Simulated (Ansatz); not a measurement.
# Copper, simple cubic under r²SCAN: ground state and equation of state, part 2 of 2

What does r²SCAN give for copper in the simple cubic structure? We relax it, solve it on a dense k-mesh, switch on spin-orbit coupling, then scale the cell to 7 volumes from 88 to 112 % of the relaxed one and try a fit of the equation of state. The k-meshes are 13×13×13 for the relaxation; 22×22×22 for the dense run; 13×13×13 for spin-orbit coupling; 15×15×15 for the volumes.

Ansatz 0.2.0; DFT, r2SCAN, plane waves (500 eV) with PAW, scalar-relativistic. Earlier steps stand in the parts before.

**4. Spin-orbit coupling switched on**

This is Cu in the simple cubic structure; at room conditions it is fcc.

input.yaml reads:

```yaml
crystal:
  lattice:
    - [2.3690857482, 0.0, 0.0]
    - [0.0, 2.3690857482, 0.0]
    - [0.0, 0.0, 2.3690857482]
  atoms:
    - { symbol: Cu, position: [0.0, 0.0, 0.0] }
hamiltonian:
  xc: r2scan
  pseudopotentials:
    kind: paw_fr
    azcp:
      Cu: "pseudopotentials/Cu.paw.azcp"
basis:
  ecutwfc: 500
  fft_grid_basis: typed
kpoints:
  mp_grid: { grid: [13, 13, 13], shift: [0, 0, 0] }
magnetization:
  noncollinear: true
  spin_orbit: true
scf:
  occupations: { method: fermi_dirac, width: 0.1 }
```

The run is started by

```sh
$ ansatz run input.yaml --threads 1 --pin off --max-ram 3584MiB --backend cpu --events-out ev --progress --plain --runs-dir out
```

The log of the run, cut to the lines that bear on the results:

```text
[...]
Pseudopotentials: kind: paw_fr
Pseudopotential: Cu, paw_fr, valence charge 19, recommended cutoff 500 eV (meta_gga), <dir>
Functional definition: r2SCAN
[...]
non-collinear run that drives no moment, with spin-orbit: no starting moment large enough to seed its density (crystal.atoms[].spin), no starting occupations that ask for one, no magnetisation constraint and no magnetic field, so the semilocal B_xc is pinned to zero
Crystal: 1 atoms, lattice volume = 13.297 Å³
Basis set: ecut = 500 eV, 341 PW (Γ), exchange–correlation on 72×72×72 points (64 copies of the dense FFT grid, shifted against one another)
Bands: 28, of which v1, the nominal top of the filled ones, is band 19 counted from 1 (18 counted from 0)
Symmetry: 48 space group operations + 48 with time reversal
Magnetic group: BNS 221.93 (UNI 1595), of the structure as read, at distance tolerance 2.4e-5 Å
k-points: 84 of 2197
Projection manifold: j_resolved (fully-relativistic pseudo-atomic orbitals)
[...]
SCF iter   1: F=—  HF=-6629.431378 eV  |F-HF|=—  |Δ(HF+E_count)|=         —  Δρ=1.66e-1  dr2=2.33e0  dr2_τ=8.23e-4  dr2_m=0.00e0 (ungated)  ethr=3.10e-3  |M|=0.00e0 ∫|m|=0.00e0 μB  |m|>n=0.0e0 m-floor=0.0e0 τ_xc=0.0e0  β_m=0.30  ⟨swp⟩=6.1  Hψ=5451  notcnv=0  defer=38
[...]
SCF iter   8: F=-6629.043879 eV  HF=-6629.043879 eV  |F-HF|=8.64e-11  |Δ(HF+E_count)|=   2.69e-8  Δρ=4.33e-6  dr2=1.77e-9  dr2_τ=8.61e-12  dr2_m=0.00e0 (ungated)  ethr=5.26e-10  |M|=0.00e0 ∫|m|=0.00e0 μB  |m|>n=0.0e0 m-floor=0.0e0 τ_xc=0.0e0  ⟨swp⟩=2.2  Hψ=2335  notcnv=0
[...]
SCF converged after 8 iterations
Magnetization: |M| = 0.0000 μB,  M = (+0.0000, +0.0000, +0.0000) μB
Absolute magnetization: 0.0000 μB (∫|m|)
  site 0: m = (+0.0000, +0.0000, +0.0000) μB, |m| = 0.0000 μB  (R = 0.98 Å)
Free energy (F): -6629.043879 eV
[...]
E sigma→0 (E₀):  -6629.038374 eV
Entropy (-TS):   -0.011011 eV (-11.011 meV/atom)
Fermi energy:    14.036125 eV
[...]
```

It took 12 s on 1 thread of Intel Xeon Platinum 8259CL at 2.50GHz (Skylake/Cascade Lake), shared host; peak memory 0.52 GiB.

Side by side:

```
                          scalar-relativistic      with spin-orbit coupling
         k-mesh                      22×22×22                      13×13×13
gap on the mesh  none (levels filled in part)  none (levels filled in part)
```

The meshes differ, so small differences between the columns need not come from spin-orbit coupling.

**5. The cell scaled to 88 % of its volume**

input.yaml reads:

```yaml
crystal:
  lattice:
    - [2.2702568994, 0.0, 0.0]
    - [0.0, 2.2702568994, 0.0]
    - [0.0, 0.0, 2.2702568994]
  atoms:
    - { symbol: Cu, position: [0.0, 0.0, 0.0] }
hamiltonian:
  xc: r2scan
  pseudopotentials:
    kind: paw
    azcp:
      Cu: "pseudopotentials/Cu.paw.azcp"
basis:
  ecutwfc: 500
  fft_grid_basis: typed
kpoints:
  mp_grid: { grid: [15, 15, 15], shift: [0, 0, 0] }
magnetization:
  spin_polarized: false
scf:
  occupations: { method: fermi_dirac, width: 0.1 }
  lower_state_search: "off"
output:
  stress: true
```

The run is started by

```sh
$ ansatz run input.yaml --threads 1 --pin off --max-ram 3584MiB --backend cpu --events-out ev --progress --plain --runs-dir out
```

The log of the run, cut to the lines that bear on the results:

```text
[...]
[... 3 set-up lines as earlier in the session ...]
[...]
Crystal: 1 atoms, lattice volume = 11.701 Å³
Basis set: ecut = 500 eV, 305 PW (Γ), exchange–correlation on 72×72×72 points (64 copies of the dense FFT grid, shifted against one another)
Bands: 14, of which v1, the nominal top of the filled ones, is band 10 counted from 1 (9 counted from 0)
[... 2 set-up lines as earlier in the session ...]
k-points: 120 of 3375
[...]
SCF iter   1: F=-6630.564456 eV  HF=-6630.664874 eV  |F-HF|=1.00e-1  |Δ(HF+E_count)|=         —  Δρ=4.41e-2  dr2=1.27e-1  dr2_τ=1.23e-3  ethr=1.77e-3  ⟨swp⟩=5.2  Hψ=8938  notcnv=0
[...]
SCF iter   7: F=-6630.645104 eV  HF=-6630.645104 eV  |F-HF|=2.32e-8  |Δ(HF+E_count)|=   4.09e-7  Δρ=1.89e-5  dr2=3.41e-8  dr2_τ=1.50e-10  ethr=5.26e-10  ⟨swp⟩=4.2  Hψ=5239  notcnv=0
[...]
SCF converged after 7 iterations
Free energy (F): -6630.645104 eV
[...]
E sigma→0 (E₀):  -6630.641909 eV
Entropy (-TS):   -0.006389 eV (-6.389 meV/atom)
Fermi energy:    16.610962 eV
[...]
--- Stress (GPa, compression-positive) ---
       20.773919       0.000000       0.000000
        0.000000      20.773919       0.000000
        0.000000       0.000000      20.773919
  P = ⅓ Tr σ = 20.7739 GPa (207.739 kbar)
```

It took 5.1 s on 1 thread of Intel Xeon Platinum 8259CL at 2.50GHz (Skylake/Cascade Lake), shared host; peak memory 0.49 GiB.

**6. The cell scaled to 92 % of its volume**

input.yaml: that of step 5 with these lines changed.

```diff
@@ -2,5 +2,5 @@
   lattice:
-    - [2.2702568994, 0.0, 0.0]
-    - [0.0, 2.2702568994, 0.0]
-    - [0.0, 0.0, 2.2702568994]
+    - [2.304146327, 0.0, 0.0]
+    - [0.0, 2.304146327, 0.0]
+    - [0.0, 0.0, 2.304146327]
   atoms:
```

The run is started by

```sh
$ ansatz run input.yaml --threads 1 --pin off --max-ram 3584MiB --backend cpu --events-out ev --progress --plain --runs-dir out
```

The log of the run, cut to the lines that bear on the results:

```text
[...]
[... 3 set-up lines as earlier in the session ...]
[...]
Crystal: 1 atoms, lattice volume = 12.233 Å³
Basis set: ecut = 500 eV, 305 PW (Γ), exchange–correlation on 72×72×72 points (64 copies of the dense FFT grid, shifted against one another)
Bands: 14, of which v1, the nominal top of the filled ones, is band 10 counted from 1 (9 counted from 0)
[... 2 set-up lines as earlier in the session ...]
k-points: 120 of 3375
[...]
SCF iter   1: F=-6630.615413 eV  HF=-6630.719812 eV  |F-HF|=1.04e-1  |Δ(HF+E_count)|=         —  Δρ=4.35e-2  dr2=1.30e-1  dr2_τ=1.21e-3  ethr=1.77e-3  ⟨swp⟩=5.2  Hψ=8874  notcnv=0
[...]
SCF iter   7: F=-6630.699121 eV  HF=-6630.699121 eV  |F-HF|=2.22e-8  |Δ(HF+E_count)|=   4.66e-7  Δρ=1.87e-5  dr2=3.45e-8  dr2_τ=1.52e-10  ethr=5.26e-10  ⟨swp⟩=4.1  Hψ=5212  notcnv=0
[...]
SCF converged after 7 iterations
Free energy (F): -6630.699121 eV
[...]
E sigma→0 (E₀):  -6630.695830 eV
Entropy (-TS):   -0.006582 eV (-6.582 meV/atom)
Fermi energy:    15.668616 eV
[...]
--- Stress (GPa, compression-positive) ---
       12.121573       0.000000       0.000000
       -0.000000      12.121573       0.000000
        0.000000       0.000000      12.121573
  P = ⅓ Tr σ = 12.1216 GPa (121.216 kbar)
```

Wall time 3.6 s (1 thread of Intel Xeon Platinum 8259CL at 2.50GHz (Skylake/Cascade Lake), shared host); peak memory 0.49 GiB.

**7. The cell scaled to 96 % of its volume**

input.yaml: that of step 6 with these lines changed.

```diff
@@ -2,5 +2,5 @@
   lattice:
-    - [2.304146327, 0.0, 0.0]
-    - [0.0, 2.304146327, 0.0]
-    - [0.0, 0.0, 2.304146327]
+    - [2.3370671509, 0.0, 0.0]
+    - [0.0, 2.3370671509, 0.0]
+    - [0.0, 0.0, 2.3370671509]
   atoms:
```

The run is started by

```sh
$ ansatz run input.yaml --threads 1 --pin off --max-ram 3584MiB --backend cpu --events-out ev --progress --plain --runs-dir out
```

The log of the run, cut to the lines that bear on the results:

```text
[...]
[... 3 set-up lines as earlier in the session ...]
[...]
Crystal: 1 atoms, lattice volume = 12.765 Å³
Basis set: ecut = 500 eV, 341 PW (Γ), exchange–correlation on 72×72×72 points (64 copies of the dense FFT grid, shifted against one another)
Bands: 14, of which v1, the nominal top of the filled ones, is band 10 counted from 1 (9 counted from 0)
[... 2 set-up lines as earlier in the session ...]
k-points: 120 of 3375
[...]
SCF iter   1: F=-6630.640752 eV  HF=-6630.749149 eV  |F-HF|=1.08e-1  |Δ(HF+E_count)|=         —  Δρ=4.30e-2  dr2=1.33e-1  dr2_τ=1.23e-3  ethr=1.77e-3  ⟨swp⟩=5.3  Hψ=8854  notcnv=0
[...]
SCF iter   7: F=-6630.727637 eV  HF=-6630.727637 eV  |F-HF|=1.42e-10  |Δ(HF+E_count)|=   1.08e-8  Δρ=3.64e-6  dr2=8.01e-10  dr2_τ=1.80e-11  ethr=5.26e-10  ⟨swp⟩=4.0  Hψ=5190  notcnv=0
[...]
SCF converged after 7 iterations
Free energy (F): -6630.727637 eV
[...]
E sigma→0 (E₀):  -6630.724203 eV
Entropy (-TS):   -0.006868 eV (-6.868 meV/atom)
Fermi energy:    14.808828 eV
[...]
--- Stress (GPa, compression-positive) ---
        5.327628      -0.000000       0.000000
        0.000000       5.327628       0.000000
        0.000000       0.000000       5.327628
  P = ⅓ Tr σ = 5.3276 GPa (53.276 kbar)
```

Wall time 5.3 s (1 thread of Intel Xeon Platinum 8259CL at 2.50GHz (Skylake/Cascade Lake), shared host); peak memory 0.5 GiB.

**8. The cell scaled to 100 % of its volume**

input.yaml: that of step 7 with these lines changed.

```diff
@@ -2,5 +2,5 @@
   lattice:
-    - [2.3370671509, 0.0, 0.0]
-    - [0.0, 2.3370671509, 0.0]
-    - [0.0, 0.0, 2.3370671509]
+    - [2.3690857482, 0.0, 0.0]
+    - [0.0, 2.3690857482, 0.0]
+    - [0.0, 0.0, 2.3690857482]
   atoms:
```

The run is started by

```sh
$ ansatz run input.yaml --threads 1 --pin off --max-ram 3584MiB --backend cpu --events-out ev --progress --plain --runs-dir out
```

The log of the run, cut to the lines that bear on the results:

```text
[...]
[... 3 set-up lines as earlier in the session ...]
[...]
Crystal: 1 atoms, lattice volume = 13.297 Å³
Basis set: ecut = 500 eV, 341 PW (Γ), exchange–correlation on 72×72×72 points (64 copies of the dense FFT grid, shifted against one another)
Bands: 14, of which v1, the nominal top of the filled ones, is band 10 counted from 1 (9 counted from 0)
[... 2 set-up lines as earlier in the session ...]
k-points: 120 of 3375
[...]
SCF iter   1: F=-6630.645968 eV  HF=-6630.758347 eV  |F-HF|=1.12e-1  |Δ(HF+E_count)|=         —  Δρ=4.26e-2  dr2=1.36e-1  dr2_τ=1.26e-3  ethr=1.77e-3  ⟨swp⟩=5.5  Hψ=8801  notcnv=0
[...]
SCF iter   7: F=-6630.736106 eV  HF=-6630.736106 eV  |F-HF|=1.06e-9  |Δ(HF+E_count)|=   5.92e-8  Δρ=1.79e-6  dr2=1.56e-10  dr2_τ=1.60e-11  ethr=5.26e-10  ⟨swp⟩=4.0  Hψ=5098  notcnv=0
[...]
SCF converged after 7 iterations
Free energy (F): -6630.736106 eV
[...]
E sigma→0 (E₀):  -6630.732496 eV
Entropy (-TS):   -0.007221 eV (-7.221 meV/atom)
Fermi energy:    14.021652 eV
[...]
--- Stress (GPa, compression-positive) ---
       -0.013582      -0.000000       0.000000
        0.000000      -0.013582       0.000000
        0.000000       0.000000      -0.013582
  P = ⅓ Tr σ = -0.0136 GPa (-0.136 kbar)
```

It took 4.3 s on 1 thread of Intel Xeon Platinum 8259CL at 2.50GHz (Skylake/Cascade Lake), shared host; peak memory 0.5 GiB.

**9. The cell scaled to 104 % of its volume**

input.yaml: that of step 8 with these lines changed.

```diff
@@ -2,5 +2,5 @@
   lattice:
-    - [2.3690857482, 0.0, 0.0]
-    - [0.0, 2.3690857482, 0.0]
-    - [0.0, 0.0, 2.3690857482]
+    - [2.4002615042, 0.0, 0.0]
+    - [0.0, 2.4002615042, 0.0]
+    - [0.0, 0.0, 2.4002615042]
   atoms:
```

The run is started by

```sh
$ ansatz run input.yaml --threads 1 --pin off --max-ram 3584MiB --backend cpu --events-out ev --progress --plain --runs-dir out
```

The log of the run, cut to the lines that bear on the results:

```text
[...]
[... 3 set-up lines as earlier in the session ...]
[...]
Crystal: 1 atoms, lattice volume = 13.829 Å³
Basis set: ecut = 500 eV, 365 PW (Γ), exchange–correlation on 72×72×72 points (64 copies of the dense FFT grid, shifted against one another)
Bands: 14, of which v1, the nominal top of the filled ones, is band 10 counted from 1 (9 counted from 0)
[... 2 set-up lines as earlier in the session ...]
k-points: 120 of 3375
[...]
SCF iter   1: F=-6630.635371 eV  HF=-6630.751693 eV  |F-HF|=1.16e-1  |Δ(HF+E_count)|=         —  Δρ=4.22e-2  dr2=1.40e-1  dr2_τ=1.31e-3  ethr=1.77e-3  ⟨swp⟩=5.5  Hψ=8800  notcnv=0
[...]
SCF iter   7: F=-6630.728814 eV  HF=-6630.728814 eV  |F-HF|=1.37e-9  |Δ(HF+E_count)|=   1.43e-7  Δρ=4.92e-6  dr2=1.61e-9  dr2_τ=4.47e-11  ethr=5.26e-10  ⟨swp⟩=4.0  Hψ=5108  notcnv=0
[...]
SCF converged after 7 iterations
Free energy (F): -6630.728814 eV
[...]
E sigma→0 (E₀):  -6630.725007 eV
Entropy (-TS):   -0.007616 eV (-7.616 meV/atom)
Fermi energy:    13.298814 eV
[...]
--- Stress (GPa, compression-positive) ---
       -4.214036       0.000000      -0.000000
       -0.000000      -4.214036       0.000000
        0.000000       0.000000      -4.214036
  P = ⅓ Tr σ = -4.2140 GPa (-42.140 kbar)
```

Run time: 3.8 s. Hardware: 1 thread of Intel Xeon Platinum 8259CL at 2.50GHz (Skylake/Cascade Lake), shared host; peak memory 0.5 GiB.

**10. The cell scaled to 108 % of its volume**

input.yaml: that of step 9 with these lines changed.

```diff
@@ -2,5 +2,5 @@
   lattice:
-    - [2.4002615042, 0.0, 0.0]
-    - [0.0, 2.4002615042, 0.0]
-    - [0.0, 0.0, 2.4002615042]
+    - [2.430647787, 0.0, 0.0]
+    - [0.0, 2.430647787, 0.0]
+    - [0.0, 0.0, 2.430647787]
   atoms:
```

The run is started by

```sh
$ ansatz run input.yaml --threads 1 --pin off --max-ram 3584MiB --backend cpu --events-out ev --progress --plain --runs-dir out
```

The log of the run, cut to the lines that bear on the results:

```text
[...]
[... 3 set-up lines as earlier in the session ...]
[...]
Crystal: 1 atoms, lattice volume = 14.360 Å³
Basis set: ecut = 500 eV, 365 PW (Γ), exchange–correlation on 72×72×72 points (64 copies of the dense FFT grid, shifted against one another)
Bands: 14, of which v1, the nominal top of the filled ones, is band 10 counted from 1 (9 counted from 0)
[... 2 set-up lines as earlier in the session ...]
k-points: 120 of 3375
[...]
SCF iter   1: F=-6630.612149 eV  HF=-6630.732665 eV  |F-HF|=1.21e-1  |Δ(HF+E_count)|=         —  Δρ=4.19e-2  dr2=1.44e-1  dr2_τ=1.35e-3  ethr=1.77e-3  ⟨swp⟩=5.5  Hψ=8787  notcnv=0
[...]
SCF iter   6: F=-6630.709124 eV  HF=-6630.709124 eV  |F-HF|=1.32e-7  |Δ(HF+E_count)|=   3.54e-6  Δρ=3.04e-5  dr2=8.13e-8  dr2_τ=9.06e-10  ethr=5.26e-10  ⟨swp⟩=3.2  Hψ=6708  notcnv=0
[...]
SCF converged after 6 iterations
Free energy (F): -6630.709124 eV
[...]
E sigma→0 (E₀):  -6630.705110 eV
Entropy (-TS):   -0.008027 eV (-8.027 meV/atom)
Fermi energy:    12.633046 eV
[...]
--- Stress (GPa, compression-positive) ---
       -7.511968      -0.000000       0.000000
       -0.000000      -7.511968       0.000000
        0.000000       0.000000      -7.511968
  P = ⅓ Tr σ = -7.5120 GPa (-75.120 kbar)
```

Run time: 5.7 s. Hardware: 1 thread of Intel Xeon Platinum 8259CL at 2.50GHz (Skylake/Cascade Lake), shared host; peak memory 0.5 GiB.

**11. The cell scaled to 112 % of its volume**

input.yaml: that of step 10 with these lines changed.

```diff
@@ -2,5 +2,5 @@
   lattice:
-    - [2.430647787, 0.0, 0.0]
-    - [0.0, 2.430647787, 0.0]
-    - [0.0, 0.0, 2.430647787]
+    - [2.4602927548, 0.0, 0.0]
+    - [0.0, 2.4602927548, 0.0]
+    - [0.0, 0.0, 2.4602927548]
   atoms:
```

The run is started by

```sh
$ ansatz run input.yaml --threads 1 --pin off --max-ram 3584MiB --backend cpu --events-out ev --progress --plain --runs-dir out
```

The log of the run, cut to the lines that bear on the results:

```text
[...]
[... 3 set-up lines as earlier in the session ...]
[...]
Crystal: 1 atoms, lattice volume = 14.892 Å³
Basis set: ecut = 500 eV, 389 PW (Γ), exchange–correlation on 72×72×72 points (64 copies of the dense FFT grid, shifted against one another)
Bands: 14, of which v1, the nominal top of the filled ones, is band 10 counted from 1 (9 counted from 0)
[... 1 set-up line as earlier in the session ...]
Space group: Pm-3m (ITA 221), of the structure as read, at distance tolerance 2.5e-5 Å
k-points: 120 of 3375
[...]
SCF iter   1: F=-6630.579317 eV  HF=-6630.703882 eV  |F-HF|=1.25e-1  |Δ(HF+E_count)|=         —  Δρ=4.16e-2  dr2=1.48e-1  dr2_τ=1.40e-3  ethr=1.77e-3  ⟨swp⟩=5.5  Hψ=8869  notcnv=0
[...]
SCF iter   7: F=-6630.679741 eV  HF=-6630.679741 eV  |F-HF|=7.83e-9  |Δ(HF+E_count)|=   6.65e-7  Δρ=1.42e-5  dr2=3.05e-8  dr2_τ=3.84e-10  ethr=5.26e-10  ⟨swp⟩=4.5  Hψ=5517  notcnv=0
[...]
SCF converged after 7 iterations
Free energy (F): -6630.679741 eV
[...]
E sigma→0 (E₀):  -6630.675524 eV
Entropy (-TS):   -0.008434 eV (-8.434 meV/atom)
Fermi energy:    12.017122 eV
[...]
--- Stress (GPa, compression-positive) ---
      -10.088325      -0.000000       0.000000
       -0.000000     -10.088325       0.000000
        0.000000       0.000000     -10.088325
  P = ⅓ Tr σ = -10.0883 GPa (-100.883 kbar)
```

Run time: 6.7 s. Hardware: 1 thread of Intel Xeon Platinum 8259CL at 2.50GHz (Skylake/Cascade Lake), shared host; peak memory 0.5 GiB.

**12. Energy and pressure against volume**

All volumes keep the relaxed shape and fractional coordinates.

```
V (Å³/atom)  E − E₀ (meV/atom)  P from the stress (GPa)  P from the fit (GPa)
     11.701               90.6                    20.77                 20.77
     12.233               36.7                    12.12                 12.08
     12.765                8.3                     5.33                  5.28
     13.297                0.0                    -0.01                 -0.07
     13.829                7.5                    -4.21                 -4.27
     14.360               27.4                    -7.51                 -7.57
     14.892               57.0                   -10.09                -10.16
```

A third-order Birch-Murnaghan fit gives V₀ = 13.289 Å³/atom, B₀ = 119 GPa and B₀′ = 5.0; it misses no point by more than 0.01 meV/atom.

**13. Outcome**

What follows sums up all 2 parts.

| quantity | value |
| --- | --- |
| space group (spins left aside) | Pm-3m (No. 221) |
| conventional cell | a = 2.369 Å |
| volume | 13.297 Å³/atom |
| shortest distance | 2.369 Å |
| gap on the mesh | none (levels filled in part) |
| relative to fcc | +506 meV/atom |
| V₀, B₀, B₀′ | 13.289 Å³/atom, 119 GPa, 5.0 |

What this shows: The relaxation enlarged the cell by 4.2 % in volume. It lies 506 meV/atom above the element's reference form at the same level (fcc, from a run of its own), so it is far from stable. Levels at the Fermi energy are filled in part, as in a metal. Totals with and without spin-orbit coupling (+1.7 eV/atom apart) can't be read as binding, since the two-component data shift the zero of energy. B₀ comes out at 119 GPa. The symmetry was held, so the structure may be unstable against distortions that break it.
